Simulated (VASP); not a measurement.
# ZnS (I-4m2) in VASP: a series of runs

The runs below take ZnS through single point, with PBEsol.

All numbers are computed with VASP 6.6.1; they aren't measurements. Logs are shortened: lines on timing, memory, paths and dates and some standing lists are left out, and cuts for length are marked.

### Step 1. The cell of the first run

It takes space group I-4m2 (No. 119, tetragonal). Conventional cell: a = 3.710 Å, b = 3.710 Å, c = 5.572 Å, α = 90.00°, β = 90.00°, γ = 90.00°. Around Zn (site symmetry -4m2) lie 4 S at 2.32 Å. S (site symmetry -4m2) is surrounded by 4 Zn at 2.32 Å.

### Step 2. Single point, PBEsol (strain -0.030 along x and y, +0.030 along z, atoms carried along)

INCAR reads:

```
PREC = Accurate
ENCUT = 520
EDIFF = 1E-7
ISMEAR = 0
SIGMA = 0.05
LREAL = False
LASPH = True
NELM = 100
ALGO = Normal
ISIF = 2
LWAVE = False
LCHARG = False
GGA = PS
NBANDS = 16
```

KPOINTS reads:

```
regular mesh
0
Gamma
  10 10 10
```

POSCAR reads:

```
ZnS
1.0
    0.0000000000      2.6235105000      2.7857895000
    2.6235105000      0.0000000000      2.7857895000
    2.6235105000      2.6235105000      0.0000000000
Zn S
1 1
Direct
    0.0000000000      0.0000000000      0.0000000000
    0.7500000000      0.7500000000      0.7500000000
```

Potentials or basis: VASP PAW PBE potentials, release 64 (Zn, S).

Command:

```
> cat potpaw_PBE.64/Zn/POTCAR potpaw_PBE.64/S/POTCAR > POTCAR
> mpirun -np 1 vasp_std > vasp.out
```

OUTCAR:

```text
PREC = Accurate
   ENCUT = 520
   EDIFF = 1E-7
   ISMEAR = 0
   LREAL = False
   LASPH = True
   NELM = 100
   ISIF = 2
   GGA = PS

 ion  position               nearest neighbor table
   1  0.000  0.000  0.000-   2 2.32   2 2.32   2 2.32   2 2.32
   2  0.750  0.750  0.750-   1 2.32   1 2.32   1 2.32   1 2.32

  LATTYP: Found a body centered tetragonal cell.
 ALAT       =     3.7102041301
 C/A-ratio  =     1.5016906899

  Lattice vectors:

 A1 = (  -2.6235105000,   0.0000000000,   2.7857895000)
 A2 = (   2.6235105000,   0.0000000000,   2.7857895000)
 A3 = (   0.0000000000,   2.6235105000,  -2.7857895000)

Analysis of symmetry for initial positions (statically):
=====================================================================
 Subroutine PRICEL returns:
 Original cell was already a primitive cell.

 Routine SETGRP: Setting up the symmetry group for a
 body centered tetragonal supercell.

 Subroutine GETGRP returns: Found  8 space group operations
 (whereof  8 operations were pure point group operations)
 out of a pool of 16 trial point group operations.

The static configuration has the point symmetry D_2d.

Analysis of symmetry for dynamics (positions and initial velocities):
=====================================================================
 Subroutine PRICEL returns:
 Original cell was already a primitive cell.

 Routine SETGRP: Setting up the symmetry group for a
 body centered tetragonal supercell.

 Subroutine GETGRP returns: Found  8 space group operations
 (whereof  8 operations were pure point group operations)
 out of a pool of 16 trial point group operations.

The dynamic configuration has the point symmetry D_2d.

 Subroutine INISYM returns: Found  8 space group operations
 (whereof  8 operations are pure point group operations),
 and found     1 'primitive' translations

----------------------------------------------------------------------------------------

                                     Primitive cell

  volume of cell :      38.3481

  direct lattice vectors                    reciprocal lattice vectors
     0.000000000  2.623510500  2.785789500    -0.190584333  0.190584333  0.179482333
     2.623510500  0.000000000  2.785789500     0.190584333 -0.190584333  0.179482333
     2.623510500  2.623510500  0.000000000     0.190584333  0.190584333 -0.179482333

  length of vectors
     3.826673553  3.826673553  3.710204130     0.323818907  0.323818907  0.323818907

  position of ions in fractional coordinates (direct lattice)
     0.000000000  0.000000000  0.000000000
     0.750000000  0.750000000  0.750000000

  ion indices of the primitive-cell ions
   primitive index   ion index
                 1           1
                 2           2

----------------------------------------------------------------------------------------

 KPOINTS: regular mesh

Automatic generation of k-mesh.
 Grid dimensions read from file:
 generate k-points for:   10   10   10

 Generating k-lattice:

  Cartesian coordinates                     Fractional coordinates (reciprocal lattice)
    -0.019058433  0.019058433  0.017948233     0.100000000 -0.000000000  0.000000000
     0.019058433 -0.019058433  0.017948233    -0.000000000  0.100000000  0.000000000
     0.019058433  0.019058433 -0.017948233     0.000000000  0.000000000  0.100000000

  Length of vectors
     0.032381891  0.032381891  0.032381891

  Shift w.r.t. Gamma in fractional coordinates (k-lattice)
     0.000000000  0.000000000  0.000000000

 Subroutine IBZKPT returns following result:
 ===========================================

 Found    102 irreducible k-points:

 Following reciprocal coordinates:
            Coordinates               Weight
  0.000000  0.000000  0.000000      1.000000
  0.100000  0.000000  0.000000      8.000000
  0.200000  0.000000  0.000000      8.000000
  0.300000  0.000000  0.000000      8.000000
  0.400000  0.000000  0.000000      8.000000
  0.500000  0.000000  0.000000      4.000000
[... 16 lines left out ...]
  0.300000  0.300000  0.000000      2.000000
  0.400000  0.300000  0.000000      8.000000
 [... further k-points ...]
   k-points           NKPTS =    102   k-points in BZ     NKDIM =    102   number of bands    NBANDS=     16
   number of dos      NEDOS =    301   number of ions     NIONS =      2
   total plane-waves  NPLWV =  21952
   dimension x,y,z NGX =    28 NGY =   28 NGZ =   28
   dimension x,y,z NGXF=    56 NGYF=   56 NGZF=   56
   ions per type =               1   1
   NGX,Y,Z   is equivalent  to a cutoff of  12.16, 12.16, 12.55 a.u.
   NGXF,Y,Z  is equivalent  to a cutoff of  24.33, 24.33, 25.09 a.u.
 SYSTEM =  unknown system
   PREC   = accura    normal or accurate (medium, high low for compatibility)
   ISTART =      0    job   : 0-new  1-cont  2-samecut
   ICHARG =      2    charge: 1-file 2-atom 10-const
   ISPIN  =      1    spin polarized calculation?
   LNONCOLLINEAR =      F non collinear calculations
   LSORBIT =      F    spin-orbit coupling
   LASPH  =      T    aspherical Exc in radial PAW
   ENCUT  =  520.0 eV  38.22 Ry    6.18 a.u.   7.12  7.12  6.90*2*pi/ulx,y,z
   NELM   =    100;   NELMIN=  2; NELMDL= -5     # of ELM steps
   EDIFF  = 0.1E-06   stopping-criterion for ELM
   LREAL  =      F    real-space projection
   EDIFFG = 0.1E-05   stopping-criterion for IOM
   NSW    =      0    number of steps for IOM
   IBRION =     -1    ionic relax: 0-MD 1-quasi-New 2-CG
   NFREE  =      0    steps in history (QN), initial steepest desc. (CG)
   ISIF   =      2    stress and relaxation
   ISYM   =      2    0-nonsym 1-usesym 2-fastsym
   POTIM  = 0.5000    time-step for ionic-motion
   TEBEG  =    0.0;   TEEND  =   0.0 temperature during run
   PSTRESS=    0.0 pullay stress
   NELECT =      18.0000    total number of electrons
   NUPDOWN=      -1.0000    fix difference up-down
   EMIN   =  10.00;   EMAX   =-10.00  energy-range for DOS
   EFERMI =   0.00;   METHOD = LEGACY
   ISMEAR =     0;   SIGMA  =   0.05  broadening in eV -4-tet -1-fermi 0-gaus
   EFERMI_NEDOS =   21; number of points for ismear=-14 and -15
   IALGO  =     38    algorithm
   IMIX   =      4    mixing-type and parameters
     AMIX     =   0.40;   BMIX     =  1.00
     AMIX_MAG =   1.60;   BMIX_MAG =  1.00
  volume/ion in A,a.u.               =      19.17       129.39
  Fermi-wavevector in a.u.,A,eV,Ry     =   1.272285  2.404270 22.023870  1.618709
  Thomas-Fermi vector in A             =   2.405172
   LORBIT       =      0    0 simple, 1 ext, 2 COOP (PROOUT), +10 PAW based schemes
   GGA     = PS    functional components
   LHFCALC =     F    Hartree Fock is set to
   AEXX    =    0.0000 exact exchange contribution
   IVDW    =     0    specifies the selected vdW correction
   LEPSILON=     F    determine dielectric tensor
   LRPA    =     F    only Hartree local field effects (RPA)
 non-spin polarized calculation
 Gauss-broadening in eV      SIGMA  =   0.05
  energy-cutoff  :      520.00
  volume of cell :       38.35
 maximum number of plane-waves:      1058
   NGX = 15   NGY = 15   NGZ = 13

 number of electron      18.0000022 magnetization

 Free energy of the ion-electron system (eV)
  ---------------------------------------------------
  ext. energy  EPLUGINS =         0.00000000
  ---------------------------------------------------
  free energy    TOTEN  =        -7.57581254 eV

  energy without entropy =       -7.57581254  energy(sigma->0) =       -7.57581254

 E-fermi :   2.5868     XC(G=0):  -9.9870

 val. band max:        2.3585377841   @ k =   0.0000   0.0000   0.0000
 cond. band min:       4.3673025414   @ k =   0.0000   0.0000   0.0000
 fundamental gap:      2.0087647573
 Fermi energy:         2.5868315449

 k-point     1 :       0.0000    0.0000    0.0000
  band No.  band energies     occupation
      1     -11.0691      2.00000
      2      -4.2297      2.00000
      3      -4.1898      2.00000
      4      -4.1898      2.00000
      5      -3.6874      2.00000
      6      -3.6650      2.00000
[... 8 lines left out ...]
     15      14.1496      0.00000
     16      14.5793      0.00000

 k-point     2 :       0.1000    0.0000    0.0000
  band No.  band energies     occupation
      1     -10.9883      2.00000
      2      -4.2232      2.00000
      3      -4.1860      2.00000
      4      -4.1744      2.00000
      5      -3.6873      2.00000
      6      -3.6678      2.00000
[... 8 lines left out ...]
     15      14.0181      0.00000
     16      14.7068      0.00000

 k-point     3 :       0.2000    0.0000    0.0000
  band No.  band energies     occupation
      1     -10.7645      2.00000
      2      -4.2072      2.00000
      3      -4.1599      2.00000
      4      -4.1359      2.00000
      5      -3.6824      2.00000
      6      -3.6723      2.00000
[... 8 lines left out ...]
     15      13.4085      0.00000
     16      14.7869      0.00000

 k-point     4 :       0.3000    0.0000    0.0000
  band No.  band energies     occupation
      1     -10.4588      2.00000
      2      -4.1519      2.00000
      3      -4.1048      2.00000
      4      -4.0936      2.00000
      5      -3.6702      2.00000
      6      -3.6653      2.00000
[... 8 lines left out ...]
     15      13.5767      0.00000
     16      14.2872      0.00000

 k-point     5 :       0.4000    0.0000    0.0000
  band No.  band energies     occupation
      1     -10.1812      2.00000
      2      -4.1190      2.00000
      3      -4.0655      2.00000
      4      -3.8878      2.00000
      5      -3.6602      2.00000
      6      -3.6386      2.00000
[... 8 lines left out ...]
     15      14.5897      0.00000
     16      14.9656      0.00000

 k-point     6 :       0.5000    0.0000    0.0000
  band No.  band energies     occupation
      1     -10.0662      2.00000
      2      -4.1119      2.00000
      3      -4.0565      2.00000
      4      -3.6541      2.00000
      5      -3.6477      2.00000
      6      -3.4732      2.00000
[... 8 lines left out ...]
     15      15.5323      0.00000
     16      15.9038      0.00000

 k-point     7 :       0.1000    0.1000    0.0000
  band No.  band energies     occupation
      1     -10.9690      2.00000
      2      -4.2444      2.00000
      3      -4.1625      2.00000
      4      -4.1625      2.00000
      5      -3.7005      2.00000
      6      -3.6588      2.00000
[... 8 lines left out ...]
     15      14.6937      0.00000
     16      14.8578      0.00000

 k-point     8 :       0.2000    0.1000    0.0000
  band No.  band energies     occupation
      1     -10.7992      2.00000
      2      -4.2451      2.00000
      3      -4.1321      2.00000
      4      -4.1249      2.00000
      5      -3.7088      2.00000
      6      -3.6549      2.00000
[... 8 lines left out ...]
     15      14.4083      0.00000
     16      15.7146      0.00000

 k-point     9 :       0.3000    0.1000    0.0000
  band No.  band energies     occupation
      1     -10.5227      2.00000
      2      -4.2033      2.00000
      3      -4.0896      2.00000
      4      -4.0798      2.00000
      5      -3.7009      2.00000
      6      -3.6518      2.00000
[... 8 lines left out ...]
     15      14.3392      0.00000
     16      15.2590      0.00000
[... 172 lines left out ...]
 k-point    19 :       0.5000    0.2000    0.0000
  band No.  band energies     occupation
      1      -9.9901      2.00000
      2      -4.1299      2.00000
      3      -3.9809      2.00000
      4      -3.8034      2.00000
      5      -3.6428      2.00000
      6      -3.5569      2.00000
[... 8 lines left out ...]
     15      15.7338      0.00000
     16      16.5048      0.00000

 k-point    20 :      -0.4000    0.2000    0.0000
  band No.  band energies     occupation
      1      -9.9448      2.00000
      2      -4.1092      2.00000
      3      -3.9905      2.00000
      4      -3.7443      2.00000
      5      -3.6668      2.00000
      6      -3.4378      2.00000
[... 8 lines left out ...]
     15      14.4954      0.00000
     16      16.3037      0.00000

 k-point    21 :      -0.3000    0.2000    0.0000
  band No.  band energies     occupation
      1     -10.0865      2.00000
      2      -4.1085      2.00000
      3      -4.0223      2.00000
      4      -3.9417      2.00000
      5      -3.6915      2.00000
      6      -3.5678      2.00000
[... 8 lines left out ...]
     15      15.6702      0.00000
     16      16.7886      0.00000

 k-point    22 :      -0.2000    0.2000    0.0000
  band No.  band energies     occupation
      1     -10.3406      2.00000
      2      -4.1563      2.00000
      3      -4.0829      2.00000
      4      -4.0697      2.00000
      5      -3.6998      2.00000
      6      -3.6137      2.00000
[... 8 lines left out ...]
     15      15.3619      0.00000
     16      16.3963      0.00000

 k-point    23 :       0.3000    0.3000    0.0000
  band No.  band energies     occupation
      1     -10.3076      2.00000
      2      -4.2992      2.00000
      3      -3.9764      2.00000
      4      -3.9764      2.00000
      5      -3.7373      2.00000
      6      -3.6222      2.00000
[... 8 lines left out ...]
     15      15.5125      0.00000
     16      18.9164      0.00000

 k-point    24 :       0.4000    0.3000    0.0000
  band No.  band energies     occupation
      1     -10.0949      2.00000
      2      -4.2675      2.00000
      3      -3.9289      2.00000
      4      -3.9235      2.00000
      5      -3.6894      2.00000
      6      -3.6173      2.00000
[... 8 lines left out ...]
     15      15.8828      0.00000
     16      18.1215      0.00000

 [... further k-points ...]
[... 5 lines left out ...]
  --------------------------------------------------------------------------------------
  -------------------------------------------------------------------------------------
  Total        0.2880209      0.2880209     -0.3873817      0.0000000      0.0000000      0.0000000
  in kB       12.0334664     12.0334664    -16.1847431      0.0000000      0.0000000      0.0000000
  external PRESSURE =       2.6273966 kB  Pullay stress =       0.0000000 kB

 VOLUME and BASIS-vectors are now :
 -----------------------------------------------------------------------------
  energy-cutoff  :      520.00
  volume of cell :       38.35
      direct lattice vectors                 reciprocal lattice vectors
     0.000000000  2.623510500  2.785789500    -0.190584333  0.190584333  0.179482333
     2.623510500  0.000000000  2.785789500     0.190584333 -0.190584333  0.179482333
     2.623510500  2.623510500  0.000000000     0.190584333  0.190584333 -0.179482333

 POSITION                                       TOTAL-FORCE (eV/Angst)
 -----------------------------------------------------------------------------------
      0.00000      0.00000      0.00000        -0.000000      0.000000      0.000000
      3.93527      3.93527      4.17868         0.000000      0.000000     -0.000000
 -----------------------------------------------------------------------------------
    total drift:                               -0.000000     -0.000000     -0.000005

  FREE ENERGIE OF THE ION-ELECTRON SYSTEM (eV)
  ---------------------------------------------------
  free  energy   TOTEN  =        -7.5758125446 eV

  energy  without entropy=       -7.5758125446  energy(sigma->0) =       -7.57581254
```

Wall time 28 s (1 thread of Intel Xeon 6975P-C (Granite Rapids), shared host); peak memory 0.19 GiB.

Results:

| Property | Result |
| --- | --- |
| Free energy | -7.5758 eV |
| Pressure | 0.3 GPa |
| Band gap on the k mesh | 2.01 eV, direct |

Stress tensor (GPa, compression positive):
```
 1.20  0.00  0.00
 0.00  1.20  0.00
 0.00  0.00 -1.62
```

Caveat: the PAW data sets were made with another functional, which shifts forces and pressure a little.

### Step 3. Single point, PBEsol (strain -0.030 along x and y, +0.015 along z, atoms carried along)

INCAR reads:

```
ALGO = Normal
EDIFF = 1E-6
ENCUT = 520
GGA = PS
ISIF = 2
ISMEAR = 0
LASPH = True
LCHARG = True
LELF = True
LREAL = False
LVHAR = True
LWAVE = False
NBANDS = 16
NELM = 100
PREC = Accurate
SIGMA = 0.05
```

KPOINTS reads:

```
k-points
0
Gamma
  10 10 10
```

POSCAR reads:

```
ZnS
1.0
    0.0000000000      2.6235105000      2.7452197500
    2.6235105000      0.0000000000      2.7452197500
    2.6235105000      2.6235105000      0.0000000000
Zn S
1 1
Direct
    0.0000000000      0.0000000000      0.0000000000
    0.7500000000      0.7500000000      0.7500000000
```

Potentials or basis: VASP PAW PBE potentials, release 64 (Zn, S).

Command:

```
> cat potpaw_PBE.64/Zn/POTCAR potpaw_PBE.64/S/POTCAR > POTCAR
> mpirun -np 1 vasp_std > vasp.out
```

Run time: 25 s. Hardware: 1 thread of Intel Xeon 6975P-C (Granite Rapids), shared host; peak memory 0.19 GiB.

The run converged. Its results:

| Item | Value |
| --- | --- |
| Free energy | -7.5783 eV |
| Pressure | 1.5 GPa |
| Band gap on the k mesh | 2.10 eV, direct |

Stress tensor (GPa, compression positive):
```
2.19 0.00 0.00
0.00 2.19 0.00
0.00 0.00 0.14
```

Levels at points of the mesh, in eV from the valence-band top:
| k point | band 6 | band 7 | band 8 | band 9 | band 10 | band 11 | band 12 | band 13 |
| --- | --- | --- | --- | --- | --- | --- | --- | --- |
| (0.00, 0.00, 0.00) | -6.05 | -0.18 | 0.00 | 0.00 | 2.10 | 6.22 | 6.24 | 6.24 |
| (0.50, 0.00, 0.00) | -5.86 | -5.68 | -1.13 | -0.86 | 3.18 | 6.59 | 6.96 | 8.81 |
| (0.50, 0.50, 0.00) | -5.89 | -5.01 | -2.29 | -2.29 | 3.26 | 4.20 | 10.73 | 12.18 |
| (0.50, 0.00, 0.50) | -5.81 | -4.74 | -2.60 | -2.49 | 3.00 | 3.75 | 11.24 | 11.80 |

Caveat: the PAW data sets were made with another functional, which shifts forces and pressure a little.
